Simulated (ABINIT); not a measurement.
# AlN (P6_3mc) in ABINIT: a series of runs

The runs below take AlN through band structure, with LDA, PBEsol, RPBE, BLYP.

Everything below comes from runs of ABINIT 10.8.3 (patched build). Logs are shortened: lines on timing, memory, paths and dates and some standing lists are left out, and cuts for length are marked. The log counts tension as positive stress, the text compression.

**The experiment to reproduce.**

From “Self-assembly of well-separated AlN nanowires directly on sputtered metallic TiN films”, 2019, arxiv:1910.07391, for a bulk crystal of AlN at 10 K: band gap 6.034 eV (an exciton energy, a little under the gap).

“Structural and optical properties of self-assembled AlN nanowires grown on SiO2/Si substrates by molecular beam epitaxy”, 2024, arxiv:2402.00216 quotes, for a bulk crystal of AlN at 0 K: band gap 6.0343 eV (an exciton energy, a little under the gap).

The results are compared with them further down.

## (1) The structure

Symmetry: P6_3mc, No. 186, hexagonal system. Conventional cell: a = 3.113 Å, b = 3.113 Å, c = 4.981 Å, α = 90.00°, β = 90.00°, γ = 120.00°. Al (site symmetry 3m) is surrounded by 4 N at 1.89 Å. N (site symmetry 3m) is surrounded by 4 Al at 1.89 Å.

## (2) Band structure, LDA

File run.abi:

```
# Datasets: ground state, then fixed potential
ndtset 2

# Pseudopotentials
pp_dirpath "./"
pseudos "Al.GGA_PBE-JTH.xml, N.GGA_PBE-JTH.xml"

# Structure
acell 3*1.0 Angstrom
rprim
     3.1130000000     0.0000000000     0.0000000000
    -1.5565000000     2.6959370820     0.0000000000
     0.0000000000     0.0000000000     4.9810000000
ntypat 2
znucl 13 7
natom 4
typat 1 1 2 2
xred
     0.6666666667     0.3333333333     0.5000000000
     0.3333333333     0.6666666667     0.0000000000
     0.6666666667     0.3333333333     0.8800000000
     0.3333333333     0.6666666667     0.3800000000

# Plane-wave basis
ecut 31.0
pawecutdg 53.0

# Exchange and correlation
ixc 7

# Bands and occupations
occopt 3
tsmear 0.05 eV

# SCF cycle
nstep 100

# Output
iomode 3
prtwf 0
prteig 0
prtebands 0
enunit 1
prtden1 1
prtvha1 1
prtvclmb1 1
prtpot1 1

# Dataset 1
kptopt1 1
ngkpt1 10 10 6
nshiftk1 1
shiftk1 0.0 0.0 0.0
nband1 12
tolvrs1 1.0e-9

# Dataset 2: bands along G-M-K-G-A-L-H-A
iscf2 -2
getden2 1
nband2 18
nbdbuf2 4
tolwfr2 1.0e-11
kptopt2 -7
ndivsm2 5
prteig2 1
kptbounds2
     0.0000000000     0.0000000000     0.0000000000
     0.5000000000     0.0000000000     0.0000000000
     0.3333333333     0.3333333333     0.0000000000
     0.0000000000     0.0000000000     0.0000000000
     0.0000000000     0.0000000000     0.5000000000
     0.5000000000     0.0000000000     0.5000000000
     0.3333333333     0.3333333333     0.5000000000
     0.0000000000     0.0000000000     0.5000000000
```

Potentials or basis: JTH PAW PBE v2.0.

Run with:

```sh
$ abinit run.abi > log 2>&1
```

run.abo:

```text
.Version 10.8.3 of ABINIT
 DATASET    1 : space group P6_3 m c (#186); Bravais hP (primitive hexag.)
================================================================================
 Values of the parameters that define the memory need for DATASET  1.
     intxc =       0    ionmov =       0      iscf =      17    lmnmax =       8
     lnmax =       4     mgfft =      48  mpssoang =       2    mqgrid =    3085
     natom =       4  nloc_mem =       2    nspden =       1   nspinor =       1
    nsppol =       1      nsym =      12    n1xccc =       1    ntypat =       2
    occopt =       3   xclevel =       1
       mpw =        2352          nfft =       43200          nkpt =          56
 PAW method is used; the additional fine FFT grid is defined by:
   mgfftf=        64    nfftf =    102400
================================================================================
================================================================================

 DATASET    2 : space group P6_3 m c (#186); Bravais hP (primitive hexag.)
================================================================================
 Values of the parameters that define the memory need for DATASET  2.
     intxc =       0    ionmov =       0      iscf =      -2    lmnmax =       8
     lnmax =       4     mgfft =      48  mpssoang =       2    mqgrid =    3085
     natom =       4  nloc_mem =       2    nspden =       1   nspinor =       1
    nsppol =       1      nsym =      12    n1xccc =       1    ntypat =       2
    occopt =       3   xclevel =       1
       mpw =        2370          nfft =       43200          nkpt =          56
 PAW method is used; the additional fine FFT grid is defined by:
   mgfftf=        64    nfftf =    102400
================================================================================
================================================================================

--------------------------------------------------------------------------------
------------- Echo of variables that govern the present computation ------------
--------------------------------------------------------------------------------
 -outvars: echo values of preprocessed input variables --------
            acell      1.8897261259E+00  1.8897261259E+00  1.8897261259E+00 Bohr
              amu      2.69815390E+01  1.40067400E+01
             ecut      3.10000000E+01 Hartree
           enunit           1
           getden1          0
           getden2          1
             iscf1         17
             iscf2         -2
                       outvar_i_n : Printing only first  50 k-points.
              ixc           7
           jdtset        1    2
                       outvar_i_n : Printing only first  50 k-points.
           kptopt1          1
           kptopt2         -7
         kptrlatt       10    0    0      0   10    0      0    0    6
          kptrlen1     5.64763550E+01
          kptrlen2     3.00000000E+01
            natom           4
            nband1         12
            nband2         18
           nbdbuf1          0
           nbdbuf2          4
           ndtset           2
           ndivsm1          0
           ndivsm2          5
            ngfft          30      30      48
          ngfftdg          40      40      64
             nkpt          56
            nstep         100
             nsym          12
           ntypat           2
                       prtocc : prtvol=0, do not print more k-points.
           occopt           3
        pawecutdg      5.30000000E+01 Hartree
        prtebands           0
           prteig1          0
           prteig2          1
           prtpot1          1
           prtpot2          0
         prtvclmb1          1
         prtvclmb2          0
           prtvha1          1
           prtvha2          0
            prtwf           0
            rprim      3.1130000000E+00  0.0000000000E+00  0.0000000000E+00
                      -1.5565000000E+00  2.6959370820E+00  0.0000000000E+00
[... 45 lines left out ...]
    4        1.20497          2.61883510

================================================================================

 ----iterations are completed or convergence reached----

 Mean square residual over all n,k,spin=   41.073E-13; max=  99.886E-13
 reduced coordinates (array xred) for    4 atoms
       0.666666666667      0.333333333333      0.500000000000
       0.333333333333      0.666666666667      0.000000000000
       0.666666666667      0.333333333333      0.880000000000
       0.333333333333      0.666666666667      0.380000000000

 cartesian coordinates (angstrom) at end:
    1      1.55650000000000     0.89864569400000     2.49050000000000
    2      0.00000000000000     1.79729138800000     0.00000000000000
    3      1.55650000000000     0.89864569400000     4.38328000000000
    4      0.00000000000000     1.79729138800000     1.89278000000000
 length scales=  1.889726125908  1.889726125908  1.889726125908 bohr
              =  1.000000000000  1.000000000000  1.000000000000 angstroms
 Eigenvalues (   eV  ) for nkpt=  56  k points:
 kpt#   1, nband= 18, wtk=  1.00000, kpt=  0.0000  0.0000  0.0000 (reduced coord)
  -8.07764   -5.84602    0.90291    6.12591    6.12591    6.79911    6.79911    6.97559
  11.18450   13.49808   17.44507   17.94035   17.94035   19.86387   19.92596   19.92596
  21.39573   21.39581
 kpt#   2, nband= 18, wtk=  1.00000, kpt=  0.0556  0.0000  0.0000 (reduced coord)
  -8.03726   -5.82263    0.95006    5.93282    6.07003    6.60166    6.79392    6.95951
  11.38020   13.67076   17.28324   17.65038   18.05475   19.76711   19.93319   19.97733
  20.76055   21.19144
 kpt#   3, nband= 18, wtk=  1.00000, kpt=  0.1111  0.0000  0.0000 (reduced coord)
  -7.91755   -5.75508    1.09049    5.40865    5.92233    6.11760    6.76900    6.90266
  11.85947   14.10550   16.80651   17.04238   18.38339   19.43211   19.81752   19.97103
  20.41452   20.97337
 kpt#   4, nband= 18, wtk=  1.00000, kpt=  0.1667  0.0000  0.0000 (reduced coord)
  -7.72300   -5.65153    1.32097    4.68344    5.50227    5.72196    6.71393    6.79743
  12.43320   14.55192   16.05069   16.59870   18.85049   19.13698   19.21250   19.67555
  20.71543   21.25370
 kpt#   5, nband= 18, wtk=  1.00000, kpt=  0.2222  0.0000  0.0000 (reduced coord)
[... 193 lines left out ...]
  13.87042   13.87042   16.12214   16.12214   18.51422   18.51422   18.97854   18.97854
  23.44334   23.44356
 kpt#  54, nband= 18, wtk=  1.00000, kpt=  0.0606  0.0606  0.5000 (reduced coord)
  -7.04064   -7.04064    3.59481    3.59481    6.05431    6.05431    6.32850    6.32850
  13.69024   13.69024   16.44156   16.44156   18.51670   18.51670   18.60758   18.60758
  23.84146   24.21771
 kpt#  55, nband= 18, wtk=  1.00000, kpt=  0.0303  0.0303  0.5000 (reduced coord)
  -7.13398   -7.13398    3.62860    3.62860    6.33939    6.33939    6.42211    6.42211
  13.46236   13.46236   16.88094   16.88094   18.34791   18.34791   18.38626   18.38626
  24.27609   24.38826
 kpt#  56, nband= 18, wtk=  1.00000, kpt=  0.0000  0.0000  0.5000 (reduced coord)
  -7.16558   -7.16558    3.63508    3.63508    6.45284    6.45284    6.45284    6.45284
  13.36271   13.36271   17.12069   17.12069   18.26290   18.26290   18.26290   18.26290
  24.76482   24.77042

== END DATASET(S) ==============================================================
================================================================================

 -outvars: echo values of variables after computation  --------
            acell      1.8897261259E+00  1.8897261259E+00  1.8897261259E+00 Bohr
           etotal1    -2.4535752063E+01
            fcart1    -0.0000000000E+00 -0.0000000000E+00 -2.3184678942E-03
                      -0.0000000000E+00 -0.0000000000E+00 -2.3184678942E-03
                      -1.8308853044E-28 -1.6057182707E-45  2.3184678942E-03
                       1.8308853044E-28  1.6057182707E-45  2.3184678942E-03
            rprim      3.1130000000E+00  0.0000000000E+00  0.0000000000E+00
                      -1.5565000000E+00  2.6959370820E+00  0.0000000000E+00
                       0.0000000000E+00  0.0000000000E+00  4.9810000000E+00
           strten1     1.1208672943E-04  1.1208672943E-04  5.2239922722E-05
                       0.0000000000E+00  0.0000000000E+00  0.0000000000E+00
           xangst      1.5565000000E+00  8.9864569400E-01  2.4905000000E+00
                       2.0731891839E-17  1.7972913880E+00  0.0000000000E+00
                       1.5565000000E+00  8.9864569400E-01  4.3832800000E+00
                       2.0731891839E-17  1.7972913880E+00  1.8927800000E+00
             xred      6.6666666667E-01  3.3333333333E-01  5.0000000000E-01
                       3.3333333333E-01  6.6666666667E-01  0.0000000000E+00
                       6.6666666667E-01  3.3333333333E-01  8.8000000000E-01
                       3.3333333333E-01  6.6666666667E-01  3.8000000000E-01
 Calculation completed.
```

It took 57 s on 1 thread of Arm Neoverse V2, shared host; peak memory 0.12 GiB.

Results:

| Property | Result |
| --- | --- |
| Free energy | -667.6518 eV |
| Pressure | -2.7 GPa |
| Largest force | 0.119 eV/Å |
| Band gap on the k mesh | 4.21 eV, direct |
| Band gap along the path | 4.21 eV, direct |
| Valence electrons inside the program's atomic spheres | Al 0.92; N 2.62 |

Forces on the atoms (eV/Å):
```
Al   0.000  0.000 -0.119
Al   0.000  0.000 -0.119
N    0.000  0.000  0.119
N    0.000  0.000  0.119
```

Stress tensor (GPa, compression positive):
```
-3.30  0.00  0.00
 0.00 -3.30  0.00
 0.00  0.00 -1.54
```

Levels at the corners of the path, in eV from the valence-band top:
| point | band 4 | band 5 | band 6 | band 7 | band 8 | band 9 | band 10 | band 11 | band 12 | band 13 |
| --- | --- | --- | --- | --- | --- | --- | --- | --- | --- | --- |
| Γ | -0.85 | -0.85 | -0.18 | -0.18 | 0.00 | 4.21 | 6.52 | 10.47 | 10.96 | 10.96 |
| M | -4.20 | -3.40 | -2.11 | -1.82 | -0.68 | 5.67 | 5.72 | 8.07 | 10.18 | 10.76 |
| K | -3.83 | -3.83 | -2.46 | -2.43 | -2.43 | 4.91 | 8.27 | 9.59 | 9.59 | 11.37 |
| Γ | -0.85 | -0.85 | -0.18 | -0.18 | 0.00 | 4.21 | 6.52 | 10.47 | 10.96 | 10.96 |
| A | -3.34 | -0.52 | -0.52 | -0.52 | -0.52 | 6.39 | 6.39 | 10.15 | 10.15 | 11.29 |
| L | -5.67 | -1.47 | -1.47 | -1.38 | -1.38 | 5.20 | 5.20 | 9.12 | 9.12 | 11.66 |
| H | -4.90 | -3.91 | -3.91 | -0.81 | -0.81 | 7.32 | 7.32 | 7.74 | 7.74 | 11.71 |
| A | -3.34 | -0.52 | -0.52 | -0.52 | -0.52 | 6.39 | 6.39 | 10.15 | 10.15 | 11.29 |

Caveat: the PAW data sets were made with another functional, which shifts forces and pressure a little.

## (3) Band structure, PBEsol

run.abi: that of step 2 with these lines changed.

```diff
@@ -26,5 +26,6 @@
 pawecutdg 53.0
+pawxcdev 0
 
 # Exchange and correlation
-ixc 7
+ixc -116133
```

Potentials or basis: JTH PAW PBE v2.0.

Run with:

```sh
$ abinit run.abi > log 2>&1
```

It took 66 s on 1 thread of Arm Neoverse V2, shared host; peak memory 0.15 GiB.

The run converged. Its results:

```yaml
Free_energy: -664.0312 eV
Pressure: 1.3 GPa
Largest_force: 0.133 eV/Å
Band_gap_on_the_k_mesh: 4.12 eV, direct
Band_gap_along_the_path: 4.12 eV, direct
Valence_electrons_inside_the_program's_atomic_spheres: Al 0.90; N 2.61
```

Forces in eV/Å, atoms in the order of the input:
```
Al   0.000  0.000 -0.133
Al   0.000  0.000 -0.133
N    0.000  0.000  0.133
N    0.000  0.000  0.133
```

Stress tensor (GPa, compression positive):
```
0.81 0.00 0.00
0.00 0.81 0.00
0.00 0.00 2.31
```

Levels at the corners of the path, in eV from the valence-band top:
```tsv
point	band 6	band 7	band 8	band 9	band 10	band 11
Γ	-0.18	-0.18	0.00	4.12	6.54	10.49
M	-2.09	-1.81	-0.67	5.67	5.68	8.08
K	-2.46	-2.41	-2.41	4.88	8.25	9.58
Γ	-0.18	-0.18	0.00	4.12	6.54	10.49
A	-0.52	-0.52	-0.52	6.36	6.36	10.20
L	-1.46	-1.37	-1.37	5.17	5.17	9.15
H	-3.90	-0.79	-0.79	7.29	7.29	7.73
A	-0.52	-0.52	-0.52	6.36	6.36	10.20
```

Caveat: the PAW data sets were made with another functional, which shifts forces and pressure a little.

## (4) Band structure, RPBE

run.abi: that of step 3 with these lines changed.

```diff
@@ -29,3 +29,3 @@
 # Exchange and correlation
-ixc -116133
+ixc 15
```

Run with:

```sh
$ abinit run.abi > log 2>&1
```

It took 63 s on 1 thread of Arm Neoverse V2, shared host; peak memory 0.15 GiB.

Results (log left out):

```
Free energy                                           : -664.3554 eV
Pressure                                              : 7.3 GPa
Largest force                                         : 0.140 eV/Å
Band gap on the k mesh                                : 4.25 eV, direct
Band gap along the path                               : 4.25 eV, direct
Valence electrons inside the program's atomic spheres : Al 0.89; N 2.63
```

Forces on the atoms (eV/Å):
```
Al   0.000  0.000 -0.140
Al   0.000  0.000 -0.140
N    0.000  0.000  0.140
N    0.000  0.000  0.140
```

Stress tensor (GPa, compression positive):
```
6.82 0.00 0.00
0.00 6.82 0.00
0.00 0.00 8.26
```

Levels at the corners of the path, in eV from the valence-band top:
| point | band 6 | band 7 | band 8 | band 9 | band 10 | band 11 |
| --- | --- | --- | --- | --- | --- | --- |
| Γ | -0.18 | -0.18 | 0.00 | 4.25 | 6.73 | 10.68 |
| M | -2.04 | -1.75 | -0.65 | 5.85 | 5.89 | 8.26 |
| K | -2.40 | -2.36 | -2.36 | 5.11 | 8.42 | 9.73 |
| Γ | -0.18 | -0.18 | 0.00 | 4.25 | 6.73 | 10.68 |
| A | -0.51 | -0.51 | -0.51 | 6.52 | 6.52 | 10.42 |
| L | -1.42 | -1.34 | -1.34 | 5.37 | 5.37 | 9.35 |
| H | -3.81 | -0.77 | -0.77 | 7.48 | 7.48 | 7.90 |
| A | -0.51 | -0.51 | -0.51 | 6.52 | 6.52 | 10.42 |

Caveat: the PAW data sets were made with another functional, which shifts forces and pressure a little.

## (5) Band structure, BLYP

run.abi: that of step 4 with these lines changed.

```diff
@@ -29,3 +29,3 @@
 # Exchange and correlation
-ixc 15
+ixc -106131
```

Run with:

```sh
$ abinit run.abi > log 2>&1
```

Wall time 67 s (1 thread of Arm Neoverse V2, shared host); peak memory 0.15 GiB.

It converged, with:

| Item | Value |
| --- | --- |
| Free energy | -664.7668 eV |
| Pressure | 6.4 GPa |
| Largest force | 0.111 eV/Å |
| Band gap on the k mesh | 4.51 eV, direct |
| Band gap along the path | 4.51 eV, direct |
| Valence electrons inside the program's atomic spheres | Al 0.91; N 2.66 |

Forces in eV/Å, atoms in the order of the input:
```
Al   0.000  0.000 -0.111
Al   0.000  0.000 -0.111
N    0.000  0.000  0.111
N    0.000  0.000  0.111
```

Stress tensor (GPa, compression positive):
```
5.65 0.00 0.00
0.00 5.65 0.00
0.00 0.00 7.87
```

Levels at the corners of the path, in eV from the valence-band top:
```tsv
point	band 6	band 7	band 8	band 9	band 10	band 11
Γ	-0.18	-0.18	0.00	4.51	6.84	10.86
M	-2.04	-1.72	-0.66	6.11	6.14	8.39
K	-2.37	-2.34	-2.34	5.44	8.67	9.94
Γ	-0.18	-0.18	0.00	4.51	6.84	10.86
A	-0.51	-0.51	-0.51	6.69	6.69	10.53
L	-1.43	-1.33	-1.33	5.63	5.63	9.49
H	-3.73	-0.79	-0.79	7.75	7.75	8.11
A	-0.51	-0.51	-0.51	6.69	6.69	10.53
```

Caveat: the PAW data sets were made with another functional, which shifts forces and pressure a little.

## (6) Summary

| level | gap on the mesh (eV) | pressure (GPa) | largest force (eV/Å) |
| --- | --- | --- | --- |
| LDA | 4.21 | -2.7 | 0.12 |
| PBEsol | 4.12 | 1.3 | 0.13 |
| RPBE | 4.25 | 7.3 | 0.14 |
| BLYP | 4.51 | 6.4 | 0.11 |

Alike in all rows: task band structure; potentials or basis JTH PAW PBE v2.0; no spin polarisation; cell as given; k mesh 10 × 10 × 6; cutoff (eV) 844; smearing fermi-dirac 0.05 eV.

On the cell as given the gap runs from 4.12 eV (PBEsol) to 4.51 eV (BLYP). The pressure there spans -2.7 GPa (LDA) to 7.3 GPa (RPBE); a positive pressure means that this level wants a larger cell, a negative one a smaller.

Caveats: the PAW data sets were made with another functional, which shifts forces and pressure a little.

Absolute energies hang on the potentials; compare differences alone.

## (7) Against experiment

Step 2. Against the measured gap of AlN, 6.034 eV (an exciton energy, a little under the gap; 10 K; quoted in “Self-assembly of well-separated AlN nanowires directly on sputtered metallic TiN films”, 2019, arxiv:1910.07391), the calculated 4.21 eV is off by -1.83 eV. 2 values of this kind are on record (6.034 to 6.0343 eV); this one was drawn at random. The value is that of LDA, without temperature or zero-point motion. Semilocal functionals fall short of measured gaps as a rule.

Step 3. Against the measured gap of AlN, 6.034 eV (an exciton energy, a little under the gap; 10 K; quoted in “Self-assembly of well-separated AlN nanowires directly on sputtered metallic TiN films”, 2019, arxiv:1910.07391), the calculated 4.12 eV is off by -1.92 eV. 2 values of this kind are on record (6.034 to 6.0343 eV); this one was drawn at random. The value is that of PBEsol, without temperature or zero-point motion. Semilocal functionals fall short of measured gaps as a rule.

Step 4. Measured gap of AlN: 6.034 eV (an exciton energy, a little under the gap; 10 K; quoted in “Self-assembly of well-separated AlN nanowires directly on sputtered metallic TiN films”, 2019, arxiv:1910.07391). This calculation gives 4.25 eV (-1.79 eV). 2 values of this kind are on record (6.034 to 6.0343 eV); this one was drawn at random. The value is that of RPBE, without temperature or zero-point motion. Semilocal functionals fall short of measured gaps as a rule.

Step 5. A measured gap of AlN is 6.0343 eV (an exciton energy, a little under the gap; 0 K; quoted in “Structural and optical properties of self-assembled AlN nanowires grown on SiO2/Si substrates by molecular beam epitaxy”, 2024, arxiv:2402.00216); the calculated 4.51 eV misses it by -1.52 eV. 2 values of this kind are on record (6.034 to 6.0343 eV); this one was drawn at random. The value is that of BLYP, without temperature or zero-point motion. Semilocal functionals fall short of measured gaps as a rule.
